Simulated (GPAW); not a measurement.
Here is a GPAW 26.7.0 calculation.

File run.py:

```python
from ase.dft.bandgap import bandgap
from ase.io import read, write
from ase.units import GPa
from gpaw import GPAW, PW, setup_paths

setup_paths.insert(0, '.')

atoms = read('TiO2.xyz')

calc = GPAW(mode=PW(800),
            xc='BLYP',
            kpts={'size': (4, 4, 6), 'gamma': True},
            occupations={'name': 'fermi-dirac', 'width': 0.05},
            nbands=43,
            convergence={'density': 1e-05, 'energy': 1e-05},
            eigensolver='davidson',
            maxiter=150,
            txt='gpaw.txt')
atoms.calc = calc
energy = atoms.get_potential_energy()
forces = atoms.get_forces()
stress = atoms.get_stress()
calc.write('gs.gpw')
write('result.traj', atoms)
print(f'Energy: {energy:.6f} eV')
print('Forces (eV/A):')
print(forces.round(4))
print('Stress (GPa):', (stress / GPa).round(3))
print('Fermi level:', round(calc.get_fermi_level(), 4), 'eV')
print(f'Gap: {bandgap(calc)[0]:.4f} eV, direct: {bandgap(calc, direct=True)[0]:.4f} eV')

path = atoms.cell.bandpath('GXMGZRAZ,XR,MA', npoints=80, eps=1e-4)
bs_calc = calc.fixed_density(kpts=path, symmetry='off', nbands=61,
                             convergence={'bands': 'CBM+6.0', 'eigenstates': 1e-6}, txt='bands.txt')
bs = bs_calc.band_structure()
bs.write('bs.json')
print(f'Gap on the path: {bandgap(bs_calc)[0]:.4f} eV')
```

File TiO2.xyz:

```xyz
6
Lattice="4.5998373239 0.0000000000 0.0000000000 0.0000000000 4.5998373239 0.0000000000 0.0000000000 0.0000000000 2.9592135600" Properties=species:S:1:pos:R:3 pbc="T T T"
Ti     0.0000000000      0.0000000000      1.4796067800
Ti     2.2999186620      2.2999186620      0.0000000000
O      1.3998285662      1.3998285662      1.4796067800
O      0.9000900958      3.6997472281      0.0000000000
O      3.6997472281      0.9000900958      0.0000000000
O      3.2000087577      3.2000087577      1.4796067800
```

Potentials or basis: PAW data sets generated in the run's folder for this functional, pw.

Run with:

```sh
$ gpaw-setup -f BLYP O Ti
$ OMP_NUM_THREADS=1 python run.py
```

Task: Predict the pressure.

Result: 10.6 GPa.

Task: What does it give for the band gap along the path?

Result: 1.88 eV, direct.

Task: Predict the largest force.

Result: 0.083 eV/Å.

Task: Estimate the band gap on the k mesh.

Result: 1.88 eV, direct.

Forces in eV/Å, atoms in the order of the input:
```
Ti   0.000  0.000  0.000
Ti   0.000  0.000  0.000
O   -0.058 -0.058  0.000
O    0.058 -0.058  0.000
O   -0.058  0.058  0.000
O    0.058  0.058  0.000
```

Caveat: the k mesh is coarse.

**The experiment to reproduce.**

From “Shallow Valence Band of Rutile GeO2 and P-type Doping”, 2020, arxiv:2011.08928, for a bulk crystal of TiO2 at 1.6 K: band gap 3.03 eV (direct).

A measured gap of TiO2 is 3.03 eV (direct; 1.6 K; quoted in “Shallow Valence Band of Rutile GeO2 and P-type Doping”, 2020, arxiv:2011.08928); the calculated 1.88 eV misses it by -1.15 eV. 2 values of this kind are on record in papers (3.03 to 3.05 eV); this one was drawn at random among those near their median. The value is that of BLYP, without temperature or zero-point motion. Semilocal functionals fall short of measured gaps as a rule. The cell is a database's relaxed one, not the measured one, which moves gaps too.
